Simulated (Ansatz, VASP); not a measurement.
## One calculation of Tl, two programs

```xyz
2
Lattice="3.6207 0.0000 0.0000 -1.8103 3.1356 0.0000 0.0000 0.0000 5.5205" Properties=species:S:1:pos:R:3 pbc="T T T"
Tl    0.0000    2.0904    1.3801
Tl    1.8103    1.0452    4.1403
```

Alike in both runs: task single point; functional BLYP; k mesh 16 × 16 × 9; occupations fermi-dirac, width 0.1 eV; no spin polarisation.

|  | VASP | Ansatz |
| --- | --- | --- |
| version | VASP 6.6.1 | Ansatz 0.2.0 |
| potentials or method | VASP PAW PBE potentials, release 64 (Tl_d) | plane waves (420 eV) with PAW, scalar-relativistic |
| plane-wave cutoff (eV) | 520 | 420 |
| valence electrons in the cell | 26 | 26 |

Ansatz gave:

- pressure (GPa): 3.3
- largest component of the traceless stress (GPa): 0.44

**Question.** What did VASP give for the same quantities?

**Answer.** Pressure (GPa): 3.3; largest component of the traceless stress (GPa): 0.46.

With one functional, cell and mesh, what is left measures potentials, basis and numerics.

Caveats: the PAW data sets were made with another functional, which shifts forces and pressure a little (VASP). The runs have no spin-orbit coupling, so splittings on Tl are missing.
